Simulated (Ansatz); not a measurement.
Runs of Ansatz 0.2.0 on HfC. The structure is cubic, space group Fm-3m (No. 225). The conventional cell has a = 4.650 Å, b = 4.650 Å, c = 4.650 Å, α = 90.00°, β = 90.00°, γ = 90.00°. Hf (site symmetry m-3m) has 6 C at 2.33 Å as nearest neighbours. C (site symmetry m-3m) has 6 Hf at 2.33 Å as nearest neighbours. 

```csv
task,level,potentials or basis,spin,cell,k mesh,cutoff (eV),smearing,basis error allowed,mesh quality,gap on the mesh (eV),pressure (GPa),relaxed volume (Å³/atom)
single point,PBE,"all-electron LAPW, scalar-relativistic",off,as given,10 × 10 × 10,303,gaussian 0.013 eV,0.001 eV/atom,not flagged,none,0.3,-
relaxation of cell and atoms,RPBE+D4,"all-electron LAPW, scalar-relativistic",off,relaxed,10 × 10 × 10,-,fermi-dirac 0.05 eV,0.001 eV/atom,not flagged,-,0.0,(a)
single point,PBE,"all-electron LAPW, scalar-relativistic",off,as given,7 × 7 × 7,255,fermi-dirac 0.04 eV,0.004 eV/atom,coarse,none,(b),-
single point,PBE,"all-electron LAPW, scalar-relativistic",off,as given,10 × 10 × 10,303,gaussian 0.017 eV,0.001 eV/atom,not flagged,none,0.3,-
single point,PBE,"all-electron LAPW, scalar-relativistic",off,as given,10 × 10 × 10,303,gaussian 0.027 eV,0.001 eV/atom,not flagged,none,0.3,-
relaxation of cell and atoms,PBE+D4,"all-electron LAPW, scalar-relativistic",off,relaxed,10 × 10 × 10,-,fermi-dirac 0.05 eV,0.001 eV/atom,not flagged,-,0.0,12.39
single point,PBE,"all-electron LAPW, scalar-relativistic",off,as given,10 × 10 × 10,303,gaussian 0.012 eV,0.001 eV/atom,not flagged,none,0.3,-
single point,PBE,"all-electron LAPW, scalar-relativistic",off,as given,10 × 10 × 10,303,gaussian 0.028 eV,0.001 eV/atom,not flagged,none,0.3,-
single point,PBE,"all-electron LAPW, scalar-relativistic",off,as given,5 × 5 × 5,278,fermi-dirac 0.06 eV,0.002 eV/atom,coarse,none,0.8,-
elastic constants,PBE,"all-electron LAPW, scalar-relativistic",off,as given,7 × 7 × 7,324,fermi-dirac 0.05 eV,0.001 eV/atom,coarse,none,0.3,-
elastic constants,PBEsol,"all-electron LAPW, scalar-relativistic",off,as given,7 × 7 × 7,324,fermi-dirac 0.05 eV,0.001 eV/atom,coarse,none,-6.4,-
band structure,LDA,"all-electron LAPW, relativistic spinors","SOC, no magnetisation",as given,7 × 7 × 7,303,fermi-dirac 0.05 eV,0.001 eV/atom,coarse,-,-12.4,-
```

**Question.** Estimate the missing entries.

**Answer.** (a) 12.41; (b) 0.4.

Caveats: some runs use coarse meshes; the k mesh is thin for a metal, which can move the energy by tens of meV per atom (some runs); a metal's response needs a denser mesh (some runs); elastic constants of metals need much finer meshes, so these are rough (some runs); the cell is more than 3 GPa from zero pressure, which shifts response properties (some runs).

A k mesh can miss the band edges, and rows without SOC leave out spin-orbit coupling on Hf.

A gap of «none» marks a metal or a gap under the smearing width.
